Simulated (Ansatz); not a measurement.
Ge: enthalpy against pressure

Ge, Fd-3m, a = 5.675 Å. Ansatz: PBEsol, PAW, 420 eV, Γ-centred 12×12×12 mesh on 2 atoms, Gaussian smearing 0.10 eV; no spin polarisation. Cell and atoms are relaxed at each pressure, and no other structure is tried; the real crystal is known to change phase within this range, so the rows at high pressure are metastable. y is the enthalpy over the state at zero pressure; there V0 = 22.844 Å³/atom. The pressures are the targets, met within 0.07 GPa.

```
P (GPa) y (eV/atom)
   -1.0      -0.1437
    0.0       0.0000
    1.0       0.1416
    4.0       0.5552
   12.0       1.5946
   25.0       3.1468
   50.0            ?
   90.0       9.6434
```

**Question.** Fit y = c1 P + c2 P² + c3 P³ to the other rows, say what c1 and c2 mean, and predict the missing value.

**Answer.** Least squares on the rows shown. y = 0.14078 P − 0.00068339 P² + 3.4407×10⁻⁶ P³. Since dH/dP = V, c1 is V0: 0.14078 eV/GPa × 160.2 = 22.553 Å³ against 22.844; c2 = −V0/(2B0) gives B0 = 103 GPa, where a Birch–Murnaghan fit to the volumes of the same runs (not shown) gives 68 GPa: a cubic over this range folds the higher terms into c2. Above P = −c2/(3 c3) = 66 GPa the cubic's slope, the volume, would rise with pressure, so the form fails there. At P = 50.0 the fit asked for gives 5.7606 eV/atom. The run gave 5.8346 eV/atom, so the fit is 0.0740 eV/atom too low, 0.76 % of the span of the series, against an rms of 0.0019 eV/atom on the fitted rows. With a term in P⁴ added, a fit to the same known rows predicts 5.9205 eV/atom, which misses by about as much or more on the other side: the known rows don't fix the higher terms. The records add, with no proof that it causes the miss: the gap is closed there and open in the run one row up.

The mesh isn't the same in all rows (12×12×12, 14×14×14).